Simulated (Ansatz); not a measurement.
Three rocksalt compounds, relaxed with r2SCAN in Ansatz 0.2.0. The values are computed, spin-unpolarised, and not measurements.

| compound | a (Å) | gap, HSE06 (eV) |
| --- | --- | --- |
| KBr | 6.604 | 5.60 (Γ) |
| RbBr | 6.922 | 5.44 (Γ) |
| SrTe | 6.706 | not needed |

(1) What is the misfit strain of a coherent KBr film on SrTe?

(2) By Vegard's law, which share x of RbBr in (KBr)₁₋ₓ(RbBr)ₓ matches the substrate?

(3) Without bowing, what gap would that alloy have?

## Answers

(1) ε∥ = (a_sub − a_film)/a_film = (6.706 − 6.604)/6.604 = +1.54 %: the film is in tension in the plane. At this size it stays coherent only while very thin.

(2) (1 − x) × 6.604 + x × 6.922 = 6.706 gives x = (6.706 − 6.604)/(6.922 − 6.604) = 0.321.

(3) (1 − 0.321) × 5.60 + 0.321 × 5.44 = 5.55 eV with HSE06. Bowing would lower it by b x(1 − x) = 0.218 b.

No spin-orbit coupling is included; it can move band edges with weight on the heavy atoms by tenths of an eV.

The meshes of the hybrids are coarse, so their gaps aren't converged to the digits shown.
